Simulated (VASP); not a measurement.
Set up this calculation in VASP 6.6.1, as the native input.

```
Task                   : single point
Functional             : PBE
Potentials or basis    : VASP PAW PBE potentials, release 64 (Be, Se)
Cutoff                 : 520 eV
k mesh                 : 10 × 10 × 10
Occupations            : gaussian, width 1 eV
Spin                   : no spin polarisation
Further INCAR settings : ALGO = Normal; EDIFF = 1e-07
```

The structure of BeSe lies in POSCAR:

```
BeSe                                    
1.0
    0.0000000000      2.6661365401      2.6661365401
    2.6661365401      0.0000000000      2.6661365401
    2.6661365401      2.6661365401      0.0000000000
  Be              Se            
     1     1
Direct
     0.0000000000000000    0.0000000000000000    0.0000000000000000
     0.2500000000000000    0.2500000000000000    0.2500000000000000
```

The cell isn't the ideal one: a relaxed cell with its volume scaled by 1.09.

One way to write it, as run:

INCAR

```
ALGO = Normal
EDIFF = 1E-7
ENCUT = 520
GGA = PE
ISIF = 2
ISMEAR = 0
LASPH = True
LCHARG = False
LREAL = False
LWAVE = False
NELM = 60
PREC = Accurate
SIGMA = 1.0
```

KPOINTS

```
k-points
0
Gamma
  10 10 10
```

Potentials or basis: VASP PAW PBE potentials, release 64 (Be, Se).

Command:

```bash
$ cat potpaw_PBE.64/Be/POTCAR potpaw_PBE.64/Se/POTCAR > POTCAR
$ mpirun -np 1 vasp_std > vasp.out
```

Results of the run:

* Pressure: -5.5 GPa
* Band gap on the k mesh: 2.83 eV, indirect (least direct gap 3.61 eV)

It took 9.4 s on 1 thread of Intel(R) Xeon(R) 6975P-C (Granite Rapids), with other jobs on the host, peak memory 0.15 GiB.
